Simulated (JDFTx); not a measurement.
**BP under changes of volume**

One of the cells (11.682 Å³/atom); the others are scaled copies at fixed shape and fractional positions:

```
CELL_PARAMETERS angstrom
0.00000 2.26900 2.26900
2.26900 0.00000 2.26900
2.26900 2.26900 0.00000
ATOMIC_POSITIONS crystal
P 0.75000 0.75000 0.75000
B 0.00000 0.00000 0.00000
```

- Program: JDFTx 1.7.0 (patched build)
- Functional: r2SCAN
- Potentials or basis: SG15-PBE-1.2
- Cutoff: 1088 eV
- Density cutoff: 8708 eV
- k mesh: 10 × 10 × 10
- Occupations: fermi-dirac, width 0.05 eV
- Spin: no spin polarisation

```csv
volume (Å³/atom),energy over the lowest point (meV/atom),pressure (GPa),gap on the mesh (eV)
10.981,21.77,10.9,1.33
11.214,?,?,?
11.448,1.82,3.0,1.39
11.682,0.00,-0.5,1.41
11.915,2.97,-3.6,1.43
12.149,10.28,-6.4,1.46
12.383,21.55,-9.0,1.48
```

Q: What does the run at 11.214 Å³/atom give?

A: Energy over the lowest point 8.90 meV/atom; pressure 6.8 GPa; gap on the mesh 1.36 eV.

Worked out: A Birch-Murnaghan fit of order 3 (a polynomial in V^(-2/3)) to the other rows has its minimum at 11.65 Å³/atom with B0 = V·E''(V) = 165 GPa and B' = 3.8. It gives 8.91 meV/atom at 11.214 Å³/atom, against the run's 8.90, and -dE/dV = 6.8 GPa, against 6.8. A straight line through the other rows of the gap, of slope 1.24 eV per unit of ln V, gives 1.36 eV, against the run's 1.36.

Energies are extrapolated to zero smearing.

Caveats: the potentials were made for another functional, which shifts forces and pressure.

A mesh can miss the band edges.
